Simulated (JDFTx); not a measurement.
# Sn under changes of volume

One of the cells (33.803 Å³/atom); the others are scaled copies at fixed shape and fractional positions:

```
Sn
1.0
     0.00000    3.23334    3.23334
     3.23334    0.00000    3.23334
     3.23334    3.23334    0.00000
Sn
2
Direct
  0.75000 0.75000 0.75000
  0.50000 0.50000 0.50000
```

This isn't the form of Sn at room conditions, which is tetragonal (white tin).

- Program: JDFTx 1.7.0 (patched build)
- Functional: PBEsol
- Potentials or basis: PseudoDojo-SR-PBEsol-0.4.1-standard
- Cutoff: 980 eV
- Density cutoff: 7837 eV
- k mesh: 7 × 7 × 7
- Occupations: fermi-dirac, width 0.05 eV
- Spin: no spin polarisation

| volume (Å³/atom) | energy over the lowest point (meV/atom) | pressure (GPa) |
| --- | --- | --- |
| 31.775 | 48.25 | 5.2 |
| 32.451 | 29.09 | 3.9 |
| 33.127 | ? | ? |
| 33.803 | 6.06 | 1.6 |
| 34.479 | 1.15 | 0.7 |
| 35.155 | 0.00 | -0.1 |
| 35.831 | 2.15 | -0.9 |

What does the run at 33.127 Å³/atom give?

Energy over the lowest point 15.21 meV/atom; pressure 2.7 GPa.

Worked out: A Birch-Murnaghan fit of order 3 (a polynomial in V^(-2/3)) to the other rows has its minimum at 35.04 Å³/atom with B0 = V·E''(V) = 42 GPa and B' = 5.0. It gives 15.21 meV/atom at 33.127 Å³/atom, against the run's 15.21, and -dE/dV = 2.7 GPa, against 2.7.

Energies are extrapolated to zero smearing.
